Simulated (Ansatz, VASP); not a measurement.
**Fe in VASP and in Ansatz**

INCAR

```
SYSTEM = Fe
PREC = Accurate ; ENCUT = 600
EDIFF = 1E-7 ; ISMEAR = -1
SIGMA = 0.1 ; LREAL = .False.
LASPH = .True. ; NELM = 60
ALGO = Normal ; ISIF = 3
LWAVE = .False. ; LCHARG = .False.
GGA = CA ; IBRION = 2
NSW = 80 ; EDIFFG = -0.01
```

KPOINTS

```
Automatic mesh
0
Gamma
  13 13 13
  0 0 0
```

Contents of POSCAR:

```
Fe
1.0
    2.3342634294      0.0000000000      0.0000000000
    0.0000000000      2.3342634294      0.0000000000
    0.0000000000      0.0000000000      2.3342634294
Fe
1
Direct
    0.0000000000      0.0000000000      0.0000000000
```

Input for Ansatz:

```yaml
crystal:
  lattice:
    - [2.3342634294, 0.0, 0.0]
    - [0.0, 2.3342634294, 0.0]
    - [0.0, 0.0, 2.3342634294]
  atoms:
    - { symbol: Fe, position: [0.0, 0.0, 0.0] }
hamiltonian:
  xc: lda
  pseudopotentials:
    kind: paw
    azcp:
      Fe: "pseudopotentials/Fe.paw.azcp"
basis:
  ecutwfc: 420
  fft_grid_basis: typed
kpoints:
  mp_grid: { grid: [13, 13, 13], shift: [0, 0, 0] }
magnetization:
  spin_polarized: false
scf:
  occupations: { method: fermi_dirac, width: 0.1 }
relax:
  max_steps: 60
  f_tol: 0.01
  cell: {}
```

The cell was built by a generator and needn't be a form met in nature.

Alike in both runs: task relaxation of cell and atoms; functional LDA; k mesh 13 × 13 × 13; occupations fermi-dirac, width 0.1 eV; no spin polarisation.

```csv
,VASP,Ansatz
version,VASP 6.6.1,Ansatz 0.2.0
potentials or method,"VASP PAW LDA potentials, release 64 (Fe)","plane waves (420 eV) with PAW, scalar-relativistic"
plane-wave cutoff (eV),600,420
valence electrons in the cell,8,16
```

Ansatz gave:

- relaxed volume (Å³/atom): 10.84
- relaxed cell length with the largest relative difference (Å): 2.213
- energy change over the relaxation (meV/atom): -191

Estimate VASP's values.

relaxed volume (Å³/atom): 10.80; relaxed cell length with the largest relative difference (Å): 2.210; energy change over the relaxation (meV/atom): -198.

The two sets of potentials don't hold the same shells in valence. Ansatz warned: «pseudo_functional_mismatch».

Caveats: the volume moved by over 15 % at a fixed basis, so the end points are rough; the run has no spin polarisation, though such a crystal can be magnetic. Spin polarisation is off, so any magnetic state and its effect on volume and gap are missing.
